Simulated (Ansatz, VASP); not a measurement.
**One calculation of NaCl, two programs**

```
CELL_PARAMETERS angstrom
2.86000 -0.01430 -0.01430
-0.01430 2.86000 -0.01430
-0.01430 -0.01430 2.86000
ATOMIC_POSITIONS crystal
Na 0.00000 0.00000 0.00000
Cl 0.50000 0.50000 0.50000
```

Change from the starting cell: equal xy, yz and zx shear strains of -1 %, crystal datasets.

Alike in both runs: task electric field gradients; functional PBEsol; k mesh 9 × 9 × 9; occupations fermi-dirac, width 0.03 eV; no spin polarisation.

|  | VASP | Ansatz |
| --- | --- | --- |
| version | VASP 6.6.1 | Ansatz 0.2.0 |
| potentials or method | VASP PAW PBE potentials, release 64 (Na_pv, Cl), cutoff 520 eV | all-electron PAW with datasets made for the crystal, scalar-relativistic |

```csv
,VASP,Ansatz,Ansatz less VASP
gap on the k mesh at the Fermi level (eV),4.55,4.50,-0.054
pressure (GPa),60.1,59.5,-0.62
largest component of the traceless stress (GPa),0.78,0.75,-0.023
Vzz of the field gradient on the site that differs most (V/Å²),-2.2,-2.0,+0.23
```

Ansatz ran all-electron here, so the differences hold the error of VASP's frozen core and of both bases.

Caveats: the cell as given lies far from equilibrium; so large a pressure means that the cell lies far from this level's equilibrium, or that cutoff or potentials fall short (VASP); the potentials were made for another functional, which shifts forces and pressure (VASP); an odd mesh through Γ misses points on the zone boundary, where band edges often lie.
